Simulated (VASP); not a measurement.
# Co (P-3m1) in VASP: notebook

One crystal, Co, is run at these levels: LDA; tasks: single point.

All numbers are computed with VASP 6.6.1; they aren't measurements. Logs are shortened: lines on timing, memory, paths and dates and some standing lists are left out, and cuts for length are marked.

### 1 The crystal as given

Symmetry: P-3m1, No. 164, trigonal system. The conventional cell has a = 2.487 Å, b = 2.487 Å, c = 4.063 Å, α = 90.00°, β = 90.00°, γ = 120.00°. Co (site symmetry 3m) is surrounded by 12 Co at 2.42 to 2.55 Å.

This isn't the form of Co at room conditions, which is hcp.

### 2 Single point, LDA, collinear spin, ferromagnetic start

INCAR

```
SYSTEM = Co
ADDGRID = .FALSE.
ALGO = Normal
EDIFF = 1E-6
ENCUT = 460
GGA = CA
ISIF = 2
ISMEAR = -1
ISPIN = 2
LASPH = .FALSE.
LCHARG = .FALSE.
LMAXMIX = 4
LORBIT = 11
LREAL = .FALSE.
LWAVE = .FALSE.
MAGMOM = 2 2
NBANDS = 20
NELM = 100
PREC = Accurate
SIGMA = 0.1
```

KPOINTS

```
k-points
0
G
  7 7 4
  0 0 0
```

POSCAR

```
Co
1.0
    2.4873648738      0.0000000000      0.0000000000
   -1.2436824369      2.1541211692      0.0000000000
    0.0000000000      0.0000000000      4.0632895034
Co
2
Direct
    0.3275520000      0.6759820000      0.7288160000
    0.6891290000      0.3188900000      0.2643300000
```

Potentials or basis: VASP PAW LDA potentials, release 64 (Co).

The run is started by

```console
> cat potpaw_LDA.64/Co/POTCAR > POTCAR
> mpirun -np 1 vasp_std > vasp.out
```

OUTCAR:

```text
SYSTEM = Co
   EDIFF = 1E-6
   ENCUT = 460
   GGA = CA
   ISIF = 2
   ISMEAR = -1
   ISPIN = 2
   LASPH = .FALSE.
   LORBIT = 11
   LREAL = .FALSE.
   NELM = 100
   PREC = Accurate

 Found     99 irreducible k-points:

 Following reciprocal coordinates:
            Coordinates               Weight
  0.000000  0.000000  0.000000      1.000000
  0.142857  0.000000  0.000000      2.000000
  0.000000  0.142857  0.000000      2.000000
 -0.142857  0.142857  0.000000      2.000000
  0.285714  0.000000  0.000000      2.000000
  0.000000  0.285714  0.000000      2.000000
   k-points           NKPTS =     99   k-points in BZ     NKDIM =     99   number of bands    NBANDS=     20
   number of dos      NEDOS =    301   number of ions     NIONS =      2
   total plane-waves  NPLWV =   9072
   dimension x,y,z NGX =    18 NGY =   18 NGZ =   28
   dimension x,y,z NGXF=    36 NGYF=   36 NGZF=   56
   ions per type =               2
   NGX,Y,Z   is equivalent  to a cutoff of  12.03, 12.03, 11.46 a.u.
   NGXF,Y,Z  is equivalent  to a cutoff of  24.06, 24.06, 22.91 a.u.
 SYSTEM =  Co
   PREC   = accura    normal or accurate (medium, high low for compatibility)
   ISTART =      0    job   : 0-new  1-cont  2-samecut
   ICHARG =      2    charge: 1-file 2-atom 10-const
   ISPIN  =      2    spin polarized calculation?
   LNONCOLLINEAR =      F non collinear calculations
   LSORBIT =      F    spin-orbit coupling
   LASPH  =      F    aspherical Exc in radial PAW
   ENCUT  =  460.0 eV  33.81 Ry    5.81 a.u.   4.35  4.35  7.11*2*pi/ulx,y,z
   NELM   =    100;   NELMIN=  2; NELMDL= -5     # of ELM steps
   EDIFF  = 0.1E-05   stopping-criterion for ELM
   LREAL  =      F    real-space projection
   EDIFFG = 0.1E-04   stopping-criterion for IOM
   NSW    =      0    number of steps for IOM
   IBRION =     -1    ionic relax: 0-MD 1-quasi-New 2-CG
   NFREE  =      0    steps in history (QN), initial steepest desc. (CG)
   ISIF   =      2    stress and relaxation
   ISYM   =      2    0-nonsym 1-usesym 2-fastsym
   POTIM  = 0.5000    time-step for ionic-motion
   TEBEG  =    0.0;   TEEND  =   0.0 temperature during run
   PSTRESS=    0.0 pullay stress
   NELECT =      18.0000    total number of electrons
   NUPDOWN=      -1.0000    fix difference up-down
   EMIN   =  10.00;   EMAX   =-10.00  energy-range for DOS
   EFERMI =   0.00;   METHOD = LEGACY
   ISMEAR =    -1;   SIGMA  =   0.10  broadening in eV -4-tet -1-fermi 0-gaus
   EFERMI_NEDOS =   21; number of points for ismear=-14 and -15
   IALGO  =     38    algorithm
   IMIX   =      4    mixing-type and parameters
     AMIX     =   0.40;   BMIX     =  1.00
     AMIX_MAG =   1.60;   BMIX_MAG =  1.00
  volume/ion in A,a.u.               =      10.89        73.46
  Fermi-wavevector in a.u.,A,eV,Ry     =   1.536514  2.903591 32.121660  2.360875
  Thomas-Fermi vector in A             =   2.643152
   LORBIT       =     11    0 simple, 1 ext, 2 COOP (PROOUT), +10 PAW based schemes
   GGA     = CA    functional components
   LHFCALC =     F    Hartree Fock is set to
   AEXX    =    0.0000 exact exchange contribution
   IVDW    =     0    specifies the selected vdW correction
   LEPSILON=     F    determine dielectric tensor
   LRPA    =     F    only Hartree local field effects (RPA)
 spin polarized calculation
  energy-cutoff  :      460.00
  volume of cell :       21.77
 maximum number of plane-waves:       525
 NGX is ok and might be reduce to    18
   NGX =  9   NGY =  9   NGZ = 15

 number of electron      18.0000003 magnetization       3.0279881

 Free energy of the ion-electron system (eV)
  ---------------------------------------------------
  ext. energy  EPLUGINS =         0.00000000
  ---------------------------------------------------
  free energy    TOTEN  =       -16.06350479 eV

  energy without entropy =      -15.99043267  energy(sigma->0) =      -16.02696873

 E-fermi :   9.9125     XC(G=0): -13.7042

 val. band max:        9.9123628719   @ k =   0.2857   0.0000   0.5000
 cond. band min:       9.9125240061   @ k =   0.0000   0.2857   0.5000
 fundamental gap:      0.0001611342
 Fermi energy:         9.9124551518

 spin component 1

 k-point     1 :       0.0000    0.0000    0.0000
  band No.  band energies     occupation
      1       0.9726      1.00000
      2       4.7753      1.00000
      3       7.2926      1.00000
      4       7.3673      1.00000
      5       7.4453      1.00000
      6       7.6766      1.00000
[... 12 lines left out ...]
     19      36.0549      0.00000
     20      36.2100      0.00000

 k-point     2 :       0.1429    0.0000    0.0000
  band No.  band energies     occupation
      1       1.6795      1.00000
      2       5.1932      1.00000
      3       6.9033      1.00000
      4       7.3766      1.00000
      5       7.5581      1.00000
      6       7.7551      1.00000
[... 12 lines left out ...]
     19      36.3575      0.00000
     20      38.2725      0.00000

 k-point     3 :       0.0000    0.1429    0.0000
  band No.  band energies     occupation
      1       1.6793      1.00000
      2       5.1919      1.00000
      3       6.9043      1.00000
      4       7.3802      1.00000
      5       7.5531      1.00000
      6       7.7559      1.00000
[... 12 lines left out ...]
     19      36.3763      0.00000
     20      38.2835      0.00000

 k-point     4 :      -0.1429    0.1429    0.0000
  band No.  band energies     occupation
      1       1.6765      1.00000
      2       5.1607      1.00000
      3       6.9103      1.00000
      4       7.4511      1.00000
      5       7.5374      1.00000
      6       7.6594      1.00000
[... 12 lines left out ...]
     19      36.6352      0.00000
     20      38.6759      0.00000

 k-point     5 :       0.2857    0.0000    0.0000
  band No.  band energies     occupation
      1       3.5130      1.00000
      2       5.6613      1.00000
      3       6.2329      1.00000
      4       6.7763      1.00000
      5       7.3335      1.00000
      6       7.5519      1.00000
[... 12 lines left out ...]
     19      34.1098      0.00000
     20      37.3392      0.00000

 k-point     6 :       0.0000    0.2857    0.0000
  band No.  band energies     occupation
      1       3.5117      1.00000
      2       5.6567      1.00000
      3       6.2221      1.00000
      4       6.7819      1.00000
      5       7.3370      1.00000
      6       7.5497      1.00000
[... 12 lines left out ...]
     19      34.1062      0.00000
     20      37.3534      0.00000

 [... further k-points ...]

 spin component 2

 k-point     1 :       0.0000    0.0000    0.0000
  band No.  band energies     occupation
      1       1.1511      1.00000
      2       5.6392      1.00000
      3       8.6225      1.00000
      4       8.7369      0.99999
      5       8.8375      0.99998
      6       9.0677      0.99979
[... 12 lines left out ...]
     19      36.4669      0.00000
     20      36.5750      0.00000

 k-point     2 :       0.1429    0.0000    0.0000
  band No.  band energies     occupation
      1       1.8623      1.00000
      2       6.1050      1.00000
      3       8.1562      1.00000
      4       8.5690      1.00000
      5       8.7952      0.99999
      6       9.1240      0.99962
[... 12 lines left out ...]
     19      36.5621      0.00000
     20      38.6837      0.00000

 k-point     3 :       0.0000    0.1429    0.0000
  band No.  band energies     occupation
      1       1.8622      1.00000
      2       6.1039      1.00000
      3       8.1551      1.00000
      4       8.5695      1.00000
      5       8.7989      0.99999
      6       9.1172      0.99965
[... 12 lines left out ...]
     19      36.5840      0.00000
     20      38.6939      0.00000

 k-point     4 :      -0.1429    0.1429    0.0000
  band No.  band energies     occupation
      1       1.8596      1.00000
      2       6.0773      1.00000
      3       8.1203      1.00000
      4       8.5891      1.00000
      5       8.8627      0.99997
      6       9.0568      0.99981
[... 12 lines left out ...]
     19      36.8829      0.00000
     20      39.0905      0.00000

 k-point     5 :       0.2857    0.0000    0.0000
  band No.  band energies     occupation
      1       3.7599      1.00000
      2       6.7342      1.00000
      3       7.2867      1.00000
      4       7.8815      1.00000
      5       8.5938      1.00000
      6       8.9201      0.99995
[... 12 lines left out ...]
     19      34.2591      0.00000
     20      37.7496      0.00000

 k-point     6 :       0.0000    0.2857    0.0000
  band No.  band energies     occupation
      1       3.7589      1.00000
      2       6.7296      1.00000
      3       7.2757      1.00000
      4       7.8873      1.00000
      5       8.6012      1.00000
      6       8.9185      0.99995
[... 12 lines left out ...]
     19      34.2542      0.00000
     20      37.7639      0.00000

 [... further k-points ...]

------------------------ aborting loop because EDIFF is reached ----------------------------------------

  FORCE on cell =-STRESS in cart. coord.  units (eV):
  Direction    XX          YY          ZZ          XY          YZ          ZX
  --------------------------------------------------------------------------------------
  -------------------------------------------------------------------------------------
  Total       -2.3965075     -2.1701841     -2.2405223      0.2181621     -0.0947237      0.1916913
  in kB     -176.3607671   -159.7054577   -164.8817048     16.0547083     -6.9707898     14.1067054
  external PRESSURE =    -166.9826432 kB  Pullay stress =       0.0000000 kB

 VOLUME and BASIS-vectors are now :
 -----------------------------------------------------------------------------
  energy-cutoff  :      460.00
  volume of cell :       21.77
      direct lattice vectors                 reciprocal lattice vectors
     2.487364874  0.000000000  0.000000000     0.402031889  0.232113220  0.000000000
    -1.243682437  2.154121169  0.000000000     0.000000000  0.464226439  0.000000000
     0.000000000  0.000000000  4.063289503     0.000000000  0.000000000  0.246106018

 POSITION                                       TOTAL-FORCE (eV/Angst)
 -----------------------------------------------------------------------------------
     -0.02597      1.45615      2.96139         0.234351     -0.118072      0.899219
      1.31752      0.68693      1.07405        -0.234351      0.118072     -0.899219
 -----------------------------------------------------------------------------------
    total drift:                                0.000011      0.000009      0.000065

  FREE ENERGIE OF THE ION-ELECTRON SYSTEM (eV)
  ---------------------------------------------------
  free  energy   TOTEN  =       -16.0635047913 eV

  energy  without entropy=      -15.9904326738  energy(sigma->0) =      -16.02696873

 total charge

# of ion       s       p       d       tot
------------------------------------------
    1        0.492   0.518   7.290   8.300
    2        0.492   0.518   7.290   8.300
--------------------------------------------------
tot          0.984   1.037  14.579  16.600

 magnetization (x)

# of ion       s       p       d       tot
------------------------------------------
    1       -0.012  -0.035   1.562   1.515
    2       -0.012  -0.035   1.562   1.515
--------------------------------------------------
tot         -0.025  -0.069   3.123   3.029
```

Wall time 38 s (1 thread of Intel Xeon Platinum 8488C (Sapphire Rapids), shared host); peak memory 0.15 GiB.

These settings aren't checked as converged: the numbers below hold their error.

Results:

* Free energy: -16.0635 eV
* Pressure: -16.7 GPa
* Largest force: 0.937 eV/Å
* Band gap on the k mesh: none (metal or under the smearing width)
* Net moment: 3.03 μB per cell
* Site moments: Co +1.51 μB
* Valence electrons inside the program's atomic spheres: Co 8.30

Caveat: the k mesh is coarse (spacing up to 0.42 Å⁻¹), so the values aren't converged.

[end of part 1 of 2]
